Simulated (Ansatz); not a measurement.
The reference is Li₃N (space group P6/mmm, No. 191; a = 3.6098 Å, c = 3.8558 Å). Axes: x lies along a and z along c of the hexagonal cell.

Method: r2SCAN/PAW in Ansatz (a quantum-chemistry and plane-wave program), scalar-relativistic without spin-orbit coupling.

For the base:

```
Quantity    Value
--------  -------
Band gap  1.48 eV
```

Perturbation: tensile biaxial strain of 1.58 % in the plane normal to [001], as in epitaxy on a mismatched substrate; the out-of-plane cell vector and the atoms relax.

Q: Predict the new ratio −ε⊥/ε∥ and band gap.

A: The ratio −ε⊥/ε∥ comes out as 0.09; the band gap drops by 0.04 eV to 1.44 eV.

Whether these cells are dynamically stable was not tested.
